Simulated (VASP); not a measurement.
Set up this calculation in VASP 6.6.1, as the native input.

```
Task                   : single point
Functional             : PBE
Dispersion             : MBD
Potentials or basis    : VASP PAW PBE potentials, release 64 (C)
Cutoff                 : 520 eV
k mesh                 : 16 × 16 × 4
Occupations            : fermi-dirac, width 0.05 eV
Spin                   : no spin polarisation
Further INCAR settings : ALGO = Normal; EDIFF = 1e-06
```

The structure of C lies in POSCAR:

```
C
1.0
    2.4610000000      0.0000000000      0.0000000000
   -1.2305000000      2.1312885187      0.0000000000
    0.0000000000      0.0000000000      9.3912000000
C
4
Direct
    0.0000000000      0.0000000000      0.2500000000
    0.3333333333      0.6666666667      0.2500000000
    0.0000000000      0.0000000000      0.7500000000
    0.6666666667      0.3333333333      0.7500000000
```

The cell was built by a generator and needn't be a form met in nature.

The input as run:

INCAR

```
ALGO     = Normal         # electronic algorithm
EDIFF    = 1E-6           # SCF threshold, eV
ENCUT    = 520            # plane-wave cutoff, eV
GGA      = PE             # functional
ISIF     = 2              # what is computed and relaxed
ISMEAR   = -1             # smearing method
IVDW     = 202            # dispersion correction
LASPH    = True           # aspherical terms in the spheres
LCHARG   = False          # write CHGCAR
LREAL    = False          # projectors in reciprocal space
LWAVE    = False          # write WAVECAR
NELM     = 60             # most SCF steps
PREC     = Accurate       # precision mode
SIGMA    = 0.05           # smearing width, eV
```

KPOINTS

```
k-points
0
Gamma
  16 16 4
```

Potentials or basis: VASP PAW PBE potentials, release 64 (C).

Run with:

```sh
$ cat potpaw_PBE.64/C/POTCAR > POTCAR
$ mpirun -np 1 vasp_std > vasp.out
```

It gave:

```yaml
Pressure: 0.4 GPa
Band_gap_on_the_k_mesh: 1.17 eV, direct
Dispersion_energy_per_atom: -0.103 eV
```

Wall time 44 s on 1 thread of Intel(R) Xeon(R) Platinum 8488C (Sapphire Rapids), with other jobs on the host, peak memory 0.17 GiB.
